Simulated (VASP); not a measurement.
Here is a VASP 6.6.1 calculation.

INCAR

```
PREC = Accurate ; ENCUT = 900
EDIFF = 1E-7 ; ISMEAR = -1
SIGMA = 0.05 ; LREAL = False
LASPH = True ; NELM = 150
ALGO = Normal ; ISIF = 3
LWAVE = False ; LCHARG = False
ISPIN = 2 ; MAGMOM = 1 0
LORBIT = 11 ; LMAXMIX = 4
GGA = PE ; IBRION = 2
NSW = 40 ; EDIFFG = -0.01
```

File KPOINTS:

```
regular mesh
0
Gamma
  8 8 8
```

The input POSCAR:

```
NiO
1.0
    0.0000000000      2.0913095100      2.0913095100
    2.0913095100      0.0000000000      2.0913095100
    2.0913095100      2.0913095100      0.0000000000
Ni O
1 1
Direct
    0.0000000000      0.0000000000      0.0000000000
    0.5000000000      0.5000000000      0.5000000000
```

Potentials or basis: VASP PAW PBE potentials, release 64 (Ni_sv_GW, O_GW).

Run with:

```console
$ cat potpaw_PBE.64/Ni_sv_GW/POTCAR potpaw_PBE.64/O_GW/POTCAR > POTCAR
$ mpirun -np 1 vasp_std > vasp.out
```

Question: What does it give for the space group after relaxing (to 0.05 Å)?

Answer: Fm-3m (No. 225).

Question: Predict the net moment.

Answer: 1.85 μB per cell.

Question: Estimate the site moments.

Answer: Ni +1.52; O +0.29 μB.

Question: Estimate the relaxed cell.

Answer: a = 2.984 Å, b = 2.984 Å, c = 2.984 Å, α = 60.00°, β = 60.00°, γ = 60.00°.

Final structure:
```
CELL_PARAMETERS angstrom
0.00000 2.11022 2.11022
2.11022 0.00000 2.11022
2.11022 2.11022 0.00000
ATOMIC_POSITIONS crystal
Ni 0.00000 0.00000 0.00000
O 0.50000 0.50000 0.50000
```

Caveat: a cell with one magnetic atom can't hold antiferromagnetic order, which such compounds often take. PBE usually gives volumes a little too large and moduli too small.
